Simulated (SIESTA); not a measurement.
## ZrS in SIESTA: the effect of strain zz

The system is ZrS.

```
Zr S
1.0
     0.00000    2.62500    2.52000
     2.62500    0.00000    2.52000
     2.62500    2.62500    0.00000
Zr S
1 1
Direct
  0.00000 0.00000 0.00000
  0.50000 0.50000 0.50000
```

The cell isn't the ideal one: cell strained along z.

Alike in all runs:

- Program: SIESTA 5.4.2
- Task: band structure
- Functional: PBEsol
- Potentials or basis: PseudoDojo 0.4 standard (PBEsol files)
- Basis: DZP (energy shift 0.003 Ry; two zetas on semicore shells)
- Grid cutoff: 800 Ry
- Energy shift: 0.003 Ry
- k mesh: 9 × 9 × 9
- Occupations: fermi-dirac, width 0.05 eV
- Spin: no spin polarisation

Task: One run gave: pressure -4.3 GPa. Which strain zz did it use?
A. 0.02
B. 0.04
C. -0.04
D. -0.02
E. 0

Result: E.

```csv
strain zz,pressure (GPa)
-0.04,1.9
-0.02,-1.5
0,-4.3
0.02,-6.6
0.04,-8.4
```

Caveats: the basis of atomic orbitals isn't converged, which shifts pressures, moduli and gaps.
